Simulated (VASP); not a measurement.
# BaS (P6_3/mmc) in VASP: notebook

The runs below take BaS through single point, with PBE, r2SCAN.

All numbers are computed with VASP 6.6.1; they aren't measurements. Logs are shortened: lines on timing, memory, paths and dates and some standing lists are left out, and cuts for length are marked.

## Step 1: The cell of the first run

Symmetry: P6_3/mmc, No. 194, hexagonal system. Conventional cell: a = 5.384 Å, b = 5.384 Å, c = 6.483 Å, α = 90.00°, β = 90.00°, γ = 120.00°. Around Ba (site symmetry -6m2) lie 5 S at 3.11 to 3.24 Å. S (site symmetry -6m2) is surrounded by 5 Ba at 3.11 to 3.24 Å.

The cell was built by a generator and needn't be a form met in nature.

## Step 2: Single point, PBE (uniaxial_z strain +1.6%)

The input, INCAR:

```
SYSTEM = BaS
  PREC = Accurate
  ENCUT = 520
  EDIFF = 1E-7
  ISMEAR = -1
  SIGMA = 0.02
  LREAL = .False.
  LASPH = .True.
  NELM = 100
  ALGO = Normal
  ISIF = 2
  LWAVE = .False.
  LCHARG = .False.
  GGA = PE
  NBANDS = 24
```

The input, KPOINTS:

```
Automatic mesh
0
Gamma
  6 6 4
  0 0 0
```

The input, POSCAR:

```
BaS
1.0
    5.3844481182      0.0000000000      0.0000000000
   -2.6922240591      4.6630688557      0.0000000000
    0.0000000000      0.0000000000      6.4831664385
Ba S
2 2
Direct
    0.3333333333      0.6666666667      0.2500000000
    0.6666666667      0.3333333333      0.7500000000
    0.6666666667      0.3333333333      0.2500000000
    0.3333333333      0.6666666667      0.7500000000
```

Potentials or basis: VASP PAW PBE potentials, release 64 (Ba_sv, S).

Started as:

```
$ cat potpaw_PBE.64/Ba_sv/POTCAR potpaw_PBE.64/S/POTCAR > POTCAR
$ mpirun -np 1 vasp_std > vasp.out
```

OUTCAR:

```text
SYSTEM = BaS
   PREC = Accurate
   ENCUT = 520
   EDIFF = 1E-7
   ISMEAR = -1
   LREAL = .False.
   LASPH = .True.
   NELM = 100
   ISIF = 2
   GGA = PE

 ion  position               nearest neighbor table
   1  0.333  0.667  0.250-   3 3.11   3 3.11   3 3.11   4 3.24   4 3.24   2 4.49   2 4.49   2 4.49
                             2 4.49   2 4.49   2 4.49
   2  0.667  0.333  0.750-   4 3.11   4 3.11   4 3.11   3 3.24   3 3.24   1 4.49   1 4.49   1 4.49
                             1 4.49   1 4.49   1 4.49
   3  0.667  0.333  0.250-   1 3.11   1 3.11   1 3.11   2 3.24   2 3.24
   4  0.333  0.667  0.750-   2 3.11   2 3.11   2 3.11   1 3.24   1 3.24

  LATTYP: Found a hexagonal cell.
 ALAT       =     5.3844481182
 C/A-ratio  =     1.2040540267

  Lattice vectors:

 A1 = (   5.3844481182,   0.0000000000,   0.0000000000)
 A2 = (  -2.6922240591,   4.6630688557,   0.0000000000)
 A3 = (   0.0000000000,   0.0000000000,   6.4831664385)

Analysis of symmetry for initial positions (statically):
=====================================================================
 Subroutine PRICEL returns:
 Original cell was already a primitive cell.

 Routine SETGRP: Setting up the symmetry group for a
 hexagonal supercell.

 Subroutine GETGRP returns: Found 24 space group operations
 (whereof 12 operations were pure point group operations)
 out of a pool of 24 trial point group operations.

The static configuration has the point symmetry D_3d.
 The point group associated with its full space group is D_6h.

Analysis of symmetry for dynamics (positions and initial velocities):
=====================================================================
 Subroutine PRICEL returns:
 Original cell was already a primitive cell.

 Routine SETGRP: Setting up the symmetry group for a
 hexagonal supercell.

 Subroutine GETGRP returns: Found 24 space group operations
 (whereof 12 operations were pure point group operations)
 out of a pool of 24 trial point group operations.

The dynamic configuration has the point symmetry D_3d.
 The point group associated with its full space group is D_6h.

 Subroutine INISYM returns: Found 24 space group operations
 (whereof 12 operations are pure point group operations),
 and found     1 'primitive' translations

----------------------------------------------------------------------------------------

                                     Primitive cell

  volume of cell :     162.7797

  direct lattice vectors                    reciprocal lattice vectors
     5.384448118  0.000000000  0.000000000     0.185720055  0.107225524  0.000000000
    -2.692224059  4.663068856  0.000000000     0.000000000  0.214451047  0.000000000
     0.000000000  0.000000000  6.483166438     0.000000000  0.000000000  0.154245616

  length of vectors
     5.384448118  5.384448118  6.483166438     0.214451047  0.214451047  0.154245616

  position of ions in fractional coordinates (direct lattice)
     0.333333333  0.666666667  0.250000000
     0.666666667  0.333333333  0.750000000
     0.666666667  0.333333333  0.250000000
     0.333333333  0.666666667  0.750000000

  ion indices of the primitive-cell ions
   primitive index   ion index
                 1           1
                 2           2
                 3           3
                 4           4

----------------------------------------------------------------------------------------

 KPOINTS: Automatic mesh

Automatic generation of k-mesh.
 Grid dimensions read from file:
 generate k-points for:    6    6    4

 Generating k-lattice:

  Cartesian coordinates                     Fractional coordinates (reciprocal lattice)
     0.030953342  0.017870921  0.000000000     0.166666667  0.000000000  0.000000000
     0.000000000  0.035741841  0.000000000     0.000000000  0.166666667  0.000000000
     0.000000000  0.000000000  0.038561404     0.000000000  0.000000000  0.250000000

  Length of vectors
     0.035741841  0.035741841  0.038561404

  Shift w.r.t. Gamma in fractional coordinates (k-lattice)
     0.000000000  0.000000000  0.000000000

 Subroutine IBZKPT returns following result:
 ===========================================

 Found     21 irreducible k-points:

 Following reciprocal coordinates:
            Coordinates               Weight
  0.000000  0.000000  0.000000      1.000000
  0.166667 -0.000000  0.000000      6.000000
  0.333333  0.000000  0.000000      6.000000
  0.500000 -0.000000  0.000000      3.000000
  0.166667  0.166667  0.000000      6.000000
  0.333333  0.166667  0.000000     12.000000
[... 13 lines left out ...]
  0.333333  0.166667  0.500000     12.000000
  0.333333  0.333333  0.500000      2.000000
   k-points           NKPTS =     21   k-points in BZ     NKDIM =     21   number of bands    NBANDS=     24
   number of dos      NEDOS =    301   number of ions     NIONS =      4
   total plane-waves  NPLWV =  76800
   dimension x,y,z NGX =    40 NGY =   40 NGZ =   48
   dimension x,y,z NGXF=    80 NGYF=   80 NGZF=   96
   ions per type =               2   2
   NGX,Y,Z   is equivalent  to a cutoff of  12.35, 12.35, 12.31 a.u.
   NGXF,Y,Z  is equivalent  to a cutoff of  24.70, 24.70, 24.62 a.u.
 SYSTEM =  BaS
   PREC   = accura    normal or accurate (medium, high low for compatibility)
   ISTART =      0    job   : 0-new  1-cont  2-samecut
   ICHARG =      2    charge: 1-file 2-atom 10-const
   ISPIN  =      1    spin polarized calculation?
   LNONCOLLINEAR =      F non collinear calculations
   LSORBIT =      F    spin-orbit coupling
   LASPH  =      T    aspherical Exc in radial PAW
   ENCUT  =  520.0 eV  38.22 Ry    6.18 a.u.  10.01 10.01 12.05*2*pi/ulx,y,z
   NELM   =    100;   NELMIN=  2; NELMDL= -5     # of ELM steps
   EDIFF  = 0.1E-06   stopping-criterion for ELM
   LREAL  =      F    real-space projection
   EDIFFG = 0.1E-05   stopping-criterion for IOM
   NSW    =      0    number of steps for IOM
   IBRION =     -1    ionic relax: 0-MD 1-quasi-New 2-CG
   NFREE  =      0    steps in history (QN), initial steepest desc. (CG)
   ISIF   =      2    stress and relaxation
   ISYM   =      2    0-nonsym 1-usesym 2-fastsym
   POTIM  = 0.5000    time-step for ionic-motion
   TEBEG  =    0.0;   TEEND  =   0.0 temperature during run
   PSTRESS=    0.0 pullay stress
   NELECT =      32.0000    total number of electrons
   NUPDOWN=      -1.0000    fix difference up-down
   EMIN   =  10.00;   EMAX   =-10.00  energy-range for DOS
   EFERMI =   0.00;   METHOD = LEGACY
   ISMEAR =    -1;   SIGMA  =   0.02  broadening in eV -4-tet -1-fermi 0-gaus
   EFERMI_NEDOS =   21; number of points for ismear=-14 and -15
   IALGO  =     38    algorithm
   IMIX   =      4    mixing-type and parameters
     AMIX     =   0.40;   BMIX     =  1.00
     AMIX_MAG =   1.60;   BMIX_MAG =  1.00
  volume/ion in A,a.u.               =      40.69       274.62
  Fermi-wavevector in a.u.,A,eV,Ry     =   0.951900  1.798831 12.328430  0.906114
  Thomas-Fermi vector in A             =   2.080413
   LORBIT       =      0    0 simple, 1 ext, 2 COOP (PROOUT), +10 PAW based schemes
   GGA     = PE    functional components
   LHFCALC =     F    Hartree Fock is set to
   AEXX    =    0.0000 exact exchange contribution
   IVDW    =     0    specifies the selected vdW correction
   LEPSILON=     F    determine dielectric tensor
   LRPA    =     F    only Hartree local field effects (RPA)
 non-spin polarized calculation
  energy-cutoff  :      520.00
  volume of cell :      162.78
 maximum number of plane-waves:      4410
   NGX = 21   NGY = 21   NGZ = 25

 number of electron      31.9999996 magnetization

 Free energy of the ion-electron system (eV)
  ---------------------------------------------------
  ext. energy  EPLUGINS =         0.00000000
  ---------------------------------------------------
  free energy    TOTEN  =       -19.98435925 eV

  energy without entropy =      -19.98435925  energy(sigma->0) =      -19.98435925

 E-fermi :   0.7969     XC(G=0):  -7.4687

 val. band max:        0.3658182602   @ k =   0.0000   0.0000   0.0000
 cond. band min:       2.8783244428   @ k =   0.3333   0.3333   0.0000
 fundamental gap:      2.5125061826
 Fermi energy:         0.7968859510

 k-point     1 :       0.0000    0.0000    0.0000
  band No.  band energies     occupation
      1     -25.9324      2.00000
      2     -25.8869      2.00000
      3     -11.3721      2.00000
      4     -11.2288      2.00000
      5     -11.2288      2.00000
      6     -11.0899      2.00000
[... 16 lines left out ...]
     23       6.2387      0.00000
     24       6.9052      0.00000

 k-point     2 :       0.1667   -0.0000    0.0000
  band No.  band energies     occupation
      1     -25.9287      2.00000
      2     -25.8886      2.00000
      3     -11.3564      2.00000
      4     -11.3479      2.00000
      5     -11.2458      2.00000
      6     -11.2431      2.00000
[... 16 lines left out ...]
     23       6.2099      0.00000
     24       6.5347      0.00000

 k-point     3 :       0.3333    0.0000    0.0000
  band No.  band energies     occupation
      1     -25.9198      2.00000
      2     -25.8935      2.00000
      3     -11.5585      2.00000
      4     -11.4769      2.00000
      5     -11.2858      2.00000
      6     -11.2698      2.00000
[... 16 lines left out ...]
     23       6.1045      0.00000
     24       6.1984      0.00000
[... 433 lines left out ...]
 k-point    20 :       0.3333    0.1667    0.5000
  band No.  band energies     occupation
      1     -25.9053      2.00000
      2     -25.9053      2.00000
      3     -11.8355      2.00000
      4     -11.8355      2.00000
      5     -11.2037      2.00000
      6     -11.2037      2.00000
[... 16 lines left out ...]
     23       6.4367      0.00000
     24       6.4367      0.00000

 k-point    21 :       0.3333    0.3333    0.5000
  band No.  band energies     occupation
      1     -25.9048      2.00000
      2     -25.9048      2.00000
      3     -11.8661      2.00000
      4     -11.8661      2.00000
      5     -11.2221      2.00000
      6     -11.2221      2.00000
[... 16 lines left out ...]
     23       6.4823      0.00000
     24       6.4823      0.00000

------------------------ aborting loop because EDIFF is reached ----------------------------------------

  FORCE on cell =-STRESS in cart. coord.  units (eV):
  Direction    XX          YY          ZZ          XY          YZ          ZX
  --------------------------------------------------------------------------------------
  -------------------------------------------------------------------------------------
  Total        0.1580068      0.1580068     -0.7214604      0.0000000     -0.0000000      0.0000000
  in kB        1.5551993      1.5551993     -7.1010554      0.0000000     -0.0000000      0.0000000
  external PRESSURE =      -1.3302189 kB  Pullay stress =       0.0000000 kB

 VOLUME and BASIS-vectors are now :
 -----------------------------------------------------------------------------
  energy-cutoff  :      520.00
  volume of cell :      162.78
      direct lattice vectors                 reciprocal lattice vectors
     5.384448118  0.000000000  0.000000000     0.185720055  0.107225524  0.000000000
    -2.692224059  4.663068856  0.000000000     0.000000000  0.214451047  0.000000000
     0.000000000  0.000000000  6.483166438     0.000000000  0.000000000  0.154245616

 POSITION                                       TOTAL-FORCE (eV/Angst)
 -----------------------------------------------------------------------------------
     -0.00000      3.10871      1.62079         0.000000     -0.000000      0.000000
      2.69222      1.55436      4.86237        -0.000000      0.000000      0.000000
      2.69222      1.55436      1.62079         0.000000      0.000000     -0.000000
     -0.00000      3.10871      4.86237        -0.000000      0.000000      0.000000
 -----------------------------------------------------------------------------------
    total drift:                               -0.000000      0.000000     -0.000000

  FREE ENERGIE OF THE ION-ELECTRON SYSTEM (eV)
  ---------------------------------------------------
  free  energy   TOTEN  =       -19.9843592484 eV

  energy  without entropy=      -19.9843592484  energy(sigma->0) =      -19.98435925
```

Wall time 89 s (1 thread of Intel Xeon Platinum 8488C (Sapphire Rapids), shared host); peak memory 0.29 GiB.

Results:

```
Free energy            : -19.9844 eV
Pressure               : -0.1 GPa
Band gap on the k mesh : 2.51 eV, indirect (least direct gap 2.62 eV)
```

Caveat: spin-orbit coupling is left out, which moves the levels of the heavy elements.

## Step 3: Single point, r2SCAN (uniaxial_z strain +1.6%)

POSCAR is that of step 2.

The input, INCAR.step1:

```
SYSTEM = BaS
PREC = Accurate ; ENCUT = 520
ISMEAR = 0 ; SIGMA = 0.01
LREAL = .False. ; LASPH = .True.
NELM = 100 ; NBANDS = 24
GGA = PE ; ALGO = Normal
EDIFF = 1E-4 ; LWAVE = .True.
LCHARG = .False.
```

The input, INCAR.step2:

```
SYSTEM = BaS
PREC = Accurate ; ENCUT = 520
EDIFF = 1E-7 ; ISMEAR = 0
SIGMA = 0.01 ; LREAL = .False.
LASPH = .True. ; NELM = 100
ALGO = Normal ; ISIF = 2
LWAVE = .False. ; LCHARG = .True.
METAGGA = R2SCAN ; LMIXTAU = .True.
LELF = .True. ; LVHAR = .True.
NBANDS = 24 ; ISTART = 1
```

KPOINTS is that of step 2.

Potentials or basis: VASP PAW PBE potentials, release 64 (Ba_sv, S).

Started as:

```
$ cat potpaw_PBE.64/Ba_sv/POTCAR potpaw_PBE.64/S/POTCAR > POTCAR
$ cp INCAR.step1 INCAR
$ mpirun -np 1 vasp_std > vasp.out
$ cp INCAR.step2 INCAR
$ mpirun -np 1 vasp_std > vasp.out
```

OUTCAR:

```text
SYSTEM = BaS
   PREC = Accurate
   ENCUT = 520
   EDIFF = 1E-7
   ISMEAR = 0
   LREAL = .False.
   LASPH = .True.
   NELM = 100
   ISIF = 2
   METAGGA = R2SCAN
   ISTART = 1

 ion  position               nearest neighbor table
   1  0.333  0.667  0.250-   3 3.11   3 3.11   3 3.11   4 3.24   4 3.24   2 4.49   2 4.49   2 4.49
                             2 4.49   2 4.49   2 4.49
   2  0.667  0.333  0.750-   4 3.11   4 3.11   4 3.11   3 3.24   3 3.24   1 4.49   1 4.49   1 4.49
                             1 4.49   1 4.49   1 4.49
   3  0.667  0.333  0.250-   1 3.11   1 3.11   1 3.11   2 3.24   2 3.24
   4  0.333  0.667  0.750-   2 3.11   2 3.11   2 3.11   1 3.24   1 3.24

  LATTYP: Found a hexagonal cell.
 ALAT       =     5.3844481182
 C/A-ratio  =     1.2040540267

  Lattice vectors:

 A1 = (   5.3844481182,   0.0000000000,   0.0000000000)
 A2 = (  -2.6922240591,   4.6630688557,   0.0000000000)
 A3 = (   0.0000000000,   0.0000000000,   6.4831664385)

Analysis of symmetry for initial positions (statically):
=====================================================================
 Subroutine PRICEL returns:
 Original cell was already a primitive cell.
[... 172 lines left out ...]

 E-fermi :   0.2353     XC(G=0):  -7.9074

 val. band max:        0.1181922747   @ k =   0.0000   0.0000   0.0000
 cond. band min:       2.9819549383   @ k =   0.3333   0.3333   0.0000
 fundamental gap:      2.8637626637
 Fermi energy:         0.2353164737

 k-point     1 :       0.0000    0.0000    0.0000
  band No.  band energies     occupation
      1     -26.9181      2.00000
      2     -26.8702      2.00000
      3     -11.9375      2.00000
      4     -11.7916      2.00000
      5     -11.7916      2.00000
      6     -11.6520      2.00000
[... 556 lines left out ...]
     23       6.8300      0.00000
     24       6.8300      0.00000

------------------------ aborting loop because EDIFF is reached ----------------------------------------

  FORCE on cell =-STRESS in cart. coord.  units (eV):
  Direction    XX          YY          ZZ          XY          YZ          ZX
  --------------------------------------------------------------------------------------
  -------------------------------------------------------------------------------------
  Total        0.1517238      0.1517238     -0.8440953      0.0000000      0.0000000      0.0000000
  in kB        1.4933590      1.4933590     -8.3081031      0.0000000      0.0000000      0.0000000
  external PRESSURE =      -1.7737951 kB  Pullay stress =       0.0000000 kB

 VOLUME and BASIS-vectors are now :
 -----------------------------------------------------------------------------
  energy-cutoff  :      520.00
  volume of cell :      162.78
      direct lattice vectors                 reciprocal lattice vectors
     5.384448118  0.000000000  0.000000000     0.185720055  0.107225524  0.000000000
    -2.692224059  4.663068856  0.000000000     0.000000000  0.214451047  0.000000000
     0.000000000  0.000000000  6.483166438     0.000000000  0.000000000  0.154245616

 POSITION                                       TOTAL-FORCE (eV/Angst)
 -----------------------------------------------------------------------------------
     -0.00000      3.10871      1.62079        -0.000000      0.000000      0.000000
      2.69222      1.55436      4.86237         0.000000     -0.000000      0.000000
      2.69222      1.55436      1.62079         0.000000      0.000000      0.000000
     -0.00000      3.10871      4.86237        -0.000000     -0.000000      0.000000
 -----------------------------------------------------------------------------------
    total drift:                               -0.000000      0.000000     -0.000000

  FREE ENERGIE OF THE ION-ELECTRON SYSTEM (eV)
  ---------------------------------------------------
  free  energy   TOTEN  =       -77.8644414514 eV

  energy  without entropy=      -77.8644414514  energy(sigma->0) =      -77.86444145
```

OUTCAR.step1:

```text
SYSTEM = BaS
   PREC = Accurate
   ENCUT = 520
   ISMEAR = 0
   LREAL = .False.
   LASPH = .True.
   NELM = 100
[... 794 lines left out ...]
      2.69222      1.55436      4.86237        -0.000000     -0.000000      0.000000
      2.69222      1.55436      1.62079        -0.000000     -0.000000      0.000000
     -0.00000      3.10871      4.86237         0.000000      0.000000      0.000000
 -----------------------------------------------------------------------------------
    total drift:                               -0.000000      0.000000     -0.000000

  FREE ENERGIE OF THE ION-ELECTRON SYSTEM (eV)
  ---------------------------------------------------
  free  energy   TOTEN  =       -19.9843556575 eV

  energy  without entropy=      -19.9843556575  energy(sigma->0) =      -19.98435566
```

Wall time 4.5 min (1 thread of Intel Xeon Platinum 8488C (Sapphire Rapids), shared host); peak memory 0.33 GiB.

Results:

| Property | Result |
| --- | --- |
| Free energy | -77.8644 eV |
| Pressure | -0.2 GPa |
| Band gap on the k mesh | 2.86 eV, indirect (least direct gap 2.97 eV) |

Stress tensor (GPa, compression positive):
```
 0.15  0.00  0.00
 0.00  0.15  0.00
 0.00  0.00 -0.83
```

Levels at points of the mesh, in eV from the valence-band top:
```
           k point  band 12  band 13  band 14  band 15  band 16  band 17  band 18  band 19  band 20  band 21
(0.00, 0.00, 0.00)    -0.89    -0.84    -0.84    -0.46     0.00     3.10     4.20     4.20     5.27     5.96
(0.50, 0.00, 0.00)    -0.80    -0.45    -0.43    -0.35    -0.27     3.57     3.74     3.88     5.56     5.69
(0.00, 0.00, 0.50)    -1.15    -0.95    -0.95    -0.95    -0.95     4.13     4.13     5.94     5.94     5.94
(0.50, 0.00, 0.50)    -1.44    -0.80    -0.80    -0.46    -0.46     4.20     4.20     5.38     5.38     6.06
```

Caveat: the PAW data sets were made with another functional, which shifts forces and pressure a little; spin-orbit coupling is left out, which moves the levels of the heavy elements.
